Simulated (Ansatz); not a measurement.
## Cu in Ansatz: the effect of functional

Crystal: Cu.

```xyz
2
Lattice="1.2020 -3.9226 0.0000 1.2020 3.9226 0.0000 0.0000 0.0000 2.4420" Properties=species:S:1:pos:R:3 pbc="T T T"
Cu    1.2020   -2.8724    1.8315
Cu    1.2020    2.8724    0.6105
```

This isn't the form of Cu at room conditions, which is fcc.

The cell isn't the ideal one: volume scaled by 0.96.

Alike in all runs:

| Quantity | Value |
| --- | --- |
| Program | Ansatz 0.2.0 |
| Task | single point |
| Potentials or basis | Ansatz PAW |
| k mesh | 11 × 11 × 11 |
| Occupations | fermi-dirac, width 0.05 eV |
| Spin | no spin polarisation |

| functional | cutoff | pressure (GPa) | largest force (eV/Å) |
| --- | --- | --- | --- |
| LDA | 420 eV (not typed: the program's choice for these potentials) | ? | ? |
| PBEsol | 420 eV (not typed: the program's choice for these potentials) | 5.0 | 0.05 |
| r2SCAN | 500 eV (not typed: the program's choice for these potentials) | 6.9 | 0.07 |

Question: What does the run with functional LDA give?

Answer: Pressure -1.5 GPa; largest force 0.01 eV/Å.

Caveats: the PAW data sets come from PBE, with cores solved anew for the run's functional, which leaves a small shift of forces and pressure.

Runs at the PBE level aren't shown here.
